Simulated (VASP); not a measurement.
# KBr (Fm-3m) in VASP: further runs

The runs below take KBr through single point, relaxation of cell and atoms, with PBE.

Everything below comes from runs of VASP 6.6.1. Logs are shortened: lines on timing, memory, paths and dates and some standing lists are left out, and cuts for length are marked.

## Step 1: Starting point

It takes space group Fm-3m (No. 225, cubic). The conventional cell has a = 6.700 Å, b = 6.700 Å, c = 6.700 Å, α = 90.00°, β = 90.00°, γ = 90.00°. Around K (site symmetry m-3m) lie 6 Br at 3.35 Å. Br (site symmetry m-3m) is surrounded by 6 K at 3.35 Å.

The cell is a database's computed one.

## Step 2: Single point, PBE

INCAR reads:

```
  PREC = Accurate
  ENCUT = 520
  EDIFF = 1E-6
  ISMEAR = 0
  SIGMA = 0.02
  LREAL = F
  LASPH = T
  NELM = 60
  ALGO = Fast
  ISIF = 2
  LWAVE = F
  LCHARG = F
  GGA = PE
  NBANDS = 15
```

KPOINTS reads:

```
regular mesh
0
Gamma
  6 6 6
```

POSCAR reads:

```
KBr
1.0
    0.0000000000      3.3499672041      3.3499672041
    3.3499672041      0.0000000000      3.3499672041
    3.3499672041      3.3499672041      0.0000000000
K Br
1 1
Direct
    0.0000000000      0.0000000000      0.0000000000
    0.5000000000      0.5000000000      0.5000000000
```

Potentials or basis: VASP PAW PBE potentials, release 64 (K_sv, Br).

Run with:

```
$ cat potpaw_PBE.64/K_sv/POTCAR potpaw_PBE.64/Br/POTCAR > POTCAR
$ mpirun -np 1 vasp_std > vasp.out
```

OUTCAR:

```text
PREC = Accurate
   ENCUT = 520
   EDIFF = 1E-6
   ISMEAR = 0
   LREAL = F
   LASPH = T
   NELM = 60
   ISIF = 2
   GGA = PE

 ion  position               nearest neighbor table
   1  0.000  0.000  0.000-
   2  0.500  0.500  0.500-

  LATTYP: Found a face centered cubic cell.
 ALAT       =     6.6999344082

  Lattice vectors:

 A1 = (   0.0000000000,   3.3499672041,   3.3499672041)
 A2 = (   3.3499672041,   0.0000000000,   3.3499672041)
 A3 = (   3.3499672041,   3.3499672041,   0.0000000000)

Analysis of symmetry for initial positions (statically):
=====================================================================
 Subroutine PRICEL returns:
 Original cell was already a primitive cell.

 Routine SETGRP: Setting up the symmetry group for a
 face centered cubic supercell.

 Subroutine GETGRP returns: Found 48 space group operations
 (whereof 48 operations were pure point group operations)
 out of a pool of 48 trial point group operations.

The static configuration has the point symmetry O_h .

Analysis of symmetry for dynamics (positions and initial velocities):
=====================================================================
 Subroutine PRICEL returns:
 Original cell was already a primitive cell.

 Routine SETGRP: Setting up the symmetry group for a
 face centered cubic supercell.

 Subroutine GETGRP returns: Found 48 space group operations
 (whereof 48 operations were pure point group operations)
 out of a pool of 48 trial point group operations.

The dynamic configuration has the point symmetry O_h .

 Subroutine INISYM returns: Found 48 space group operations
 (whereof 48 operations are pure point group operations),
 and found     1 'primitive' translations

----------------------------------------------------------------------------------------

                                     Primitive cell

  volume of cell :      75.1885

  direct lattice vectors                    reciprocal lattice vectors
     0.000000000  3.349967204  3.349967204    -0.149255193  0.149255193  0.149255193
     3.349967204  0.000000000  3.349967204     0.149255193 -0.149255193  0.149255193
     3.349967204  3.349967204  0.000000000     0.149255193  0.149255193 -0.149255193

  length of vectors
     4.737569054  4.737569054  4.737569054     0.258517577  0.258517577  0.258517577

  position of ions in fractional coordinates (direct lattice)
     0.000000000  0.000000000  0.000000000
     0.500000000  0.500000000  0.500000000

  ion indices of the primitive-cell ions
   primitive index   ion index
                 1           1
                 2           2

----------------------------------------------------------------------------------------

 KPOINTS: regular mesh

Automatic generation of k-mesh.
 Grid dimensions read from file:
 generate k-points for:    6    6    6

 Generating k-lattice:

  Cartesian coordinates                     Fractional coordinates (reciprocal lattice)
    -0.024875865  0.024875865  0.024875865     0.166666667  0.000000000  0.000000000
     0.024875865 -0.024875865  0.024875865     0.000000000  0.166666667  0.000000000
     0.024875865  0.024875865 -0.024875865     0.000000000  0.000000000  0.166666667

  Length of vectors
     0.043086263  0.043086263  0.043086263

  Shift w.r.t. Gamma in fractional coordinates (k-lattice)
     0.000000000  0.000000000  0.000000000

 Subroutine IBZKPT returns following result:
 ===========================================

 Found     16 irreducible k-points:

 Following reciprocal coordinates:
            Coordinates               Weight
  0.000000  0.000000  0.000000      1.000000
  0.166667  0.000000  0.000000      8.000000
  0.333333  0.000000  0.000000      8.000000
  0.500000  0.000000  0.000000      4.000000
  0.166667  0.166667  0.000000      6.000000
  0.333333  0.166667  0.000000     24.000000
[... 8 lines left out ...]
 -0.333333  0.333333  0.166667     24.000000
 -0.333333  0.500000  0.166667     12.000000
   k-points           NKPTS =     16   k-points in BZ     NKDIM =     16   number of bands    NBANDS=     15
   number of dos      NEDOS =    301   number of ions     NIONS =      2
   total plane-waves  NPLWV =  46656
   dimension x,y,z NGX =    36 NGY =   36 NGZ =   36
   dimension x,y,z NGXF=    72 NGYF=   72 NGZF=   72
   ions per type =               1   1
   NGX,Y,Z   is equivalent  to a cutoff of  12.63, 12.63, 12.63 a.u.
   NGXF,Y,Z  is equivalent  to a cutoff of  25.27, 25.27, 25.27 a.u.
 SYSTEM =  unknown system
   PREC   = accura    normal or accurate (medium, high low for compatibility)
   ISTART =      0    job   : 0-new  1-cont  2-samecut
   ICHARG =      2    charge: 1-file 2-atom 10-const
   ISPIN  =      1    spin polarized calculation?
   LNONCOLLINEAR =      F non collinear calculations
   LSORBIT =      F    spin-orbit coupling
   LASPH  =      T    aspherical Exc in radial PAW
   ENCUT  =  520.0 eV  38.22 Ry    6.18 a.u.   8.81  8.81  8.81*2*pi/ulx,y,z
   NELM   =     60;   NELMIN=  2; NELMDL= -5     # of ELM steps
   EDIFF  = 0.1E-05   stopping-criterion for ELM
   LREAL  =      F    real-space projection
[... 7 lines left out ...]
   TEBEG  =    0.0;   TEEND  =   0.0 temperature during run
   PSTRESS=    0.0 pullay stress
   NELECT =      16.0000    total number of electrons
   NUPDOWN=      -1.0000    fix difference up-down
   EMIN   =  10.00;   EMAX   =-10.00  energy-range for DOS
   EFERMI =   0.00;   METHOD = LEGACY
   ISMEAR =     0;   SIGMA  =   0.02  broadening in eV -4-tet -1-fermi 0-gaus
   EFERMI_NEDOS =   21; number of points for ismear=-14 and -15
   IALGO  =     68    algorithm
   IMIX   =      4    mixing-type and parameters
     AMIX     =   0.40;   BMIX     =  1.00
     AMIX_MAG =   1.60;   BMIX_MAG =  1.00
  volume/ion in A,a.u.               =      37.59       253.70
  Fermi-wavevector in a.u.,A,eV,Ry     =   0.977382  1.846984 12.997309  0.955275
  Thomas-Fermi vector in A             =   2.108075
   LORBIT       =      0    0 simple, 1 ext, 2 COOP (PROOUT), +10 PAW based schemes
   GGA     = PE    functional components
   LHFCALC =     F    Hartree Fock is set to
   AEXX    =    0.0000 exact exchange contribution
   IVDW    =     0    specifies the selected vdW correction
   LEPSILON=     F    determine dielectric tensor
   LRPA    =     F    only Hartree local field effects (RPA)
 non-spin polarized calculation
 RMM-DIIS sequential band-by-band and
 Gauss-broadening in eV      SIGMA  =   0.02
  energy-cutoff  :      520.00
  volume of cell :       75.19
 maximum number of plane-waves:      2085
   NGX = 17   NGY = 17   NGZ = 17

 number of electron      16.0000000 magnetization

 Free energy of the ion-electron system (eV)
  ---------------------------------------------------
  ext. energy  EPLUGINS =         0.00000000
  ---------------------------------------------------
  free energy    TOTEN  =        -6.22353894 eV

  energy without entropy =       -6.22353894  energy(sigma->0) =       -6.22353894

 E-fermi :  -1.7940     XC(G=0):  -7.1922

 val. band max:       -1.9130707118   @ k =   0.0000   0.0000   0.0000
 cond. band min:       2.4027865546   @ k =   0.0000   0.0000   0.0000
 fundamental gap:      4.3158572664
 Fermi energy:        -1.7940227457

 k-point     1 :       0.0000    0.0000    0.0000
  band No.  band energies     occupation
      1     -29.7938      2.00000
      2     -14.1526      2.00000
      3     -13.2675      2.00000
      4     -13.2675      2.00000
      5     -13.2675      2.00000
      6      -1.9131      2.00000
      7      -1.9131      2.00000
      8      -1.9131      2.00000
      9       2.4028      0.00000
     10       5.6774      0.00000
     11       5.6774      0.00000
     12       5.6774      0.00000
     13       6.4728      0.00000
     14       6.4728      0.00000
     15       9.5696      0.00000

 k-point     2 :       0.1667    0.0000    0.0000
  band No.  band energies     occupation
      1     -29.7927      2.00000
      2     -14.2017      2.00000
      3     -13.2687      2.00000
      4     -13.2687      2.00000
      5     -13.2033      2.00000
      6      -2.2507      2.00000
      7      -1.9919      2.00000
      8      -1.9919      2.00000
      9       3.0312      0.00000
     10       5.5286      0.00000
     11       5.9875      0.00000
     12       5.9875      0.00000
     13       6.8044      0.00000
     14       6.8044      0.00000
     15      10.4220      0.00000

 k-point     3 :       0.3333    0.0000    0.0000
  band No.  band energies     occupation
      1     -29.7905      2.00000
      2     -14.2847      2.00000
      3     -13.2712      2.00000
      4     -13.2712      2.00000
      5     -13.0896      2.00000
      6      -2.7823      2.00000
      7      -2.1406      2.00000
      8      -2.1406      2.00000
      9       4.1476      0.00000
     10       5.7003      0.00000
     11       6.8154      0.00000
     12       6.8154      0.00000
     13       7.6410      0.00000
     14       7.6410      0.00000
     15       9.3365      0.00000

 k-point     4 :       0.5000    0.0000    0.0000
  band No.  band energies     occupation
      1     -29.7894      2.00000
      2     -14.3210      2.00000
      3     -13.2724      2.00000
      4     -13.2724      2.00000
      5     -13.0378      2.00000
      6      -3.0054      2.00000
      7      -2.2110      2.00000
      8      -2.2110      2.00000
      9       4.5798      0.00000
     10       6.1495      0.00000
     11       7.7253      0.00000
     12       7.7253      0.00000
     13       8.0182      0.00000
     14       8.0182      0.00000
     15       8.7237      0.00000
[... 163 lines left out ...]
 k-point    14 :       0.5000    0.3333    0.1667
  band No.  band energies     occupation
      1     -29.7891      2.00000
      2     -14.2144      2.00000
      3     -13.2999      2.00000
      4     -13.2851      2.00000
      5     -13.1511      2.00000
      6      -2.7156      2.00000
      7      -2.2632      2.00000
      8      -2.2258      2.00000
      9       4.9163      0.00000
     10       4.9766      0.00000
     11       6.8289      0.00000
     12       7.6810      0.00000
     13       7.7047      0.00000
     14       7.8617      0.00000
     15       8.8668      0.00000

 k-point    15 :      -0.3333    0.3333    0.1667
  band No.  band energies     occupation
      1     -29.7884      2.00000
      2     -14.2039      2.00000
      3     -13.3079      2.00000
      4     -13.2969      2.00000
      5     -13.1480      2.00000
      6      -2.6817      2.00000
      7      -2.4049      2.00000
      8      -2.2759      2.00000
      9       5.2178      0.00000
     10       5.6023      0.00000
     11       6.4492      0.00000
     12       7.0836      0.00000
     13       8.2751      0.00000
     14       8.5528      0.00000
     15       9.1250      0.00000

 k-point    16 :      -0.3333    0.5000    0.1667
  band No.  band energies     occupation
      1     -29.7881      2.00000
      2     -14.1365      2.00000
      3     -13.3308      2.00000
      4     -13.3084      2.00000
      5     -13.2058      2.00000
      6      -2.5783      2.00000
      7      -2.3512      2.00000
      8      -2.3337      2.00000
      9       4.6804      0.00000
     10       5.8249      0.00000
     11       6.2632      0.00000
     12       7.1518      0.00000
     13       7.9548      0.00000
     14       8.7264      0.00000
     15       9.1842      0.00000

------------------------ aborting loop because EDIFF is reached ----------------------------------------

  FORCE on cell =-STRESS in cart. coord.  units (eV):
  Direction    XX          YY          ZZ          XY          YZ          ZX
  --------------------------------------------------------------------------------------
  -------------------------------------------------------------------------------------
  Total        0.0287806      0.0287806      0.0287806      0.0000000     -0.0000000      0.0000000
  in kB        0.6132792      0.6132792      0.6132792      0.0000000     -0.0000000      0.0000000
  external PRESSURE =       0.6132792 kB  Pullay stress =       0.0000000 kB

 VOLUME and BASIS-vectors are now :
 -----------------------------------------------------------------------------
  energy-cutoff  :      520.00
  volume of cell :       75.19
      direct lattice vectors                 reciprocal lattice vectors
     0.000000000  3.349967204  3.349967204    -0.149255193  0.149255193  0.149255193
     3.349967204  0.000000000  3.349967204     0.149255193 -0.149255193  0.149255193
     3.349967204  3.349967204  0.000000000     0.149255193  0.149255193 -0.149255193

 POSITION                                       TOTAL-FORCE (eV/Angst)
 -----------------------------------------------------------------------------------
      0.00000      0.00000      0.00000         0.000000      0.000000     -0.000000
      3.34997      3.34997      3.34997        -0.000000     -0.000000      0.000000
 -----------------------------------------------------------------------------------
    total drift:                                0.000000      0.000000      0.000000

  FREE ENERGIE OF THE ION-ELECTRON SYSTEM (eV)
  ---------------------------------------------------
  free  energy   TOTEN  =        -6.2235389419 eV

  energy  without entropy=       -6.2235389419  energy(sigma->0) =       -6.22353894
```

Run time: 11 s. Hardware: 1 thread of Intel Xeon 6975P-C (Granite Rapids), shared host; peak memory 0.2 GiB.

Results:

| Quantity | Value |
| --- | --- |
| Free energy | -6.2235 eV |
| Pressure | 0.1 GPa |
| Band gap on the k mesh | 4.32 eV, direct |

Expect the measured gap to be larger: semilocal functionals such as PBE lack the derivative discontinuity.

## Step 3: Relaxation of cell and atoms, PBE

This run uses another cell than the first one, of 35.76 Å³/atom, 0.951 times its volume.

INCAR reads:

```
SYSTEM = KBr
PREC = Accurate
ENCUT = 600
EDIFF = 1E-6
ISMEAR = 0
SIGMA = 0.02
LREAL = .FALSE.
LASPH = .TRUE.
NELM = 80
ALGO = Normal
ISIF = 3
LWAVE = .FALSE.
LCHARG = .FALSE.
GGA = PE
IBRION = 2
NSW = 100
EDIFFG = -0.01
```

KPOINTS reads:

```
Automatic mesh
0
G
  6 6 6
  0 0 0
```

POSCAR reads:

```
KBr
1.0
    0.0000000000      3.2945408800      3.2945408800
    3.2945408800      0.0000000000      3.2945408800
    3.2945408800      3.2945408800      0.0000000000
K Br
1 1
Direct
    0.0000000000      0.0000000000      0.0000000000
    0.5000000000      0.5000000000      0.5000000000
```

Potentials or basis: VASP PAW PBE potentials, release 64 (K_sv, Br).

Run with:

```
$ cat potpaw_PBE.64/K_sv/POTCAR potpaw_PBE.64/Br/POTCAR > POTCAR
$ mpirun -np 1 vasp_std > vasp.out
```

It took 23 s on 1 thread of Intel Xeon 6975P-C (Granite Rapids), shared host; peak memory 0.25 GiB.

Results (log left out):

| Quantity | Value |
| --- | --- |
| Free energy | -6.2236 eV |
| Relaxed volume | 37.76 Å³/atom |
| Relaxed cell | a = 4.744 Å, b = 4.744 Å, c = 4.744 Å, α = 60.00°, β = 60.00°, γ = 60.00° |
| Space group after relaxing (to 0.05 Å) | Fm-3m (No. 225) |
| Energy gained by relaxing | 5.1 meV/atom |
| Ionic steps | 3 |
| Pressure after relaxing | 0.0 GPa |
| Band gap on the k mesh | 4.30 eV, direct |

Step by step:
| step | energy change (eV) | largest force (eV/Å) | pressure (GPa) | volume (Å³) |
| --- | --- | --- | --- | --- |
| 1 | 0.0000 | 0.0000 | 0.86 | 71.52 |
| 2 | -0.0077 | 0.0000 | 0.39 | 73.51 |
| 3 | -0.0102 | 0.0000 | 0.00 | 75.52 |

Final structure:
```
K Br
1.0
     0.00000    3.35485    3.35485
     3.35485    0.00000    3.35485
     3.35485    3.35485    0.00000
K Br
1 1
Direct
  0.00000 0.00000 0.00000
  0.50000 0.50000 0.50000
```

Levels at points of the mesh, in eV from the valence-band top:
| k point | band 4 | band 5 | band 6 | band 7 | band 8 | band 9 | band 10 | band 11 | band 12 |
| --- | --- | --- | --- | --- | --- | --- | --- | --- | --- |
| (0.00, 0.00, 0.00) | -11.36 | -11.36 | 0.00 | 0.00 | 0.00 | 4.30 | 7.59 | 7.59 | 7.59 |
| (0.50, 0.00, 0.00) | -11.37 | -11.14 | -1.08 | -0.29 | -0.29 | 6.48 | 8.04 | 9.63 | 9.63 |
| (0.50, 0.50, 0.00) | -11.39 | -11.39 | -0.76 | -0.27 | -0.27 | 5.91 | 7.02 | 9.24 | 9.28 |

## Step 4: Single point, PBE

This run uses another cell than the first one, of 35.76 Å³/atom, 0.951 times its volume.

INCAR reads:

```
SYSTEM = KBr
  PREC = Accurate
  ENCUT = 520
  EDIFF = 1E-7
  ISMEAR = 0
  SIGMA = 0.1
  LREAL = .FALSE.
  LASPH = .TRUE.
  NELM = 60
  ALGO = Normal
  ISIF = 2
  LWAVE = .FALSE.
  LCHARG = .FALSE.
  GGA = PE
  NBANDS = 15
```

KPOINTS reads:

```
regular mesh
0
G
  4 4 4
  0 0 0
```

POSCAR is that of step 3.

Run with:

```
$ cat potpaw_PBE.64/K_sv/POTCAR potpaw_PBE.64/Br/POTCAR > POTCAR
$ mpirun -np 1 vasp_std > vasp.out
```

It took 6.3 s on 1 thread of Intel Xeon 6975P-C (Granite Rapids), shared host; peak memory 0.2 GiB.

It converged, with:

```yaml
Free_energy: -6.2128 eV
Pressure: 0.8 GPa
Band_gap_on_the_k_mesh: 4.45 eV, direct
```

Levels at points of the mesh, in eV from the valence-band top:
```
           k point  band 6  band 7  band 8  band 9  band 10  band 11
(0.00, 0.00, 0.00)    0.00    0.00    0.00    4.45     7.60     7.60
(0.50, 0.00, 0.00)   -1.19   -0.34   -0.34    6.60     8.25     9.78
(0.50, 0.50, 0.00)   -0.82   -0.29   -0.29    5.86     7.22     9.37
```

## Step 5: The runs side by side

```csv
task,cell,k mesh,cutoff (eV),smearing,gap on the mesh (eV),pressure (GPa)
single point,"Fm-3m, 37.59 Å³/atom",6 × 6 × 6,520,gaussian 0.02 eV,4.32,0.1
relaxation of cell and atoms,relaxed,6 × 6 × 6,600,gaussian 0.02 eV,4.30,0.0
single point,"Fm-3m, 35.76 Å³/atom",4 × 4 × 4,520,gaussian 0.1 eV,4.45,0.8
```

Alike in all rows: level PBE; potentials or basis VASP PAW PBE potentials, release 64 (K_sv, Br); no spin polarisation.

Absolute energies hang on the potentials; compare differences alone.
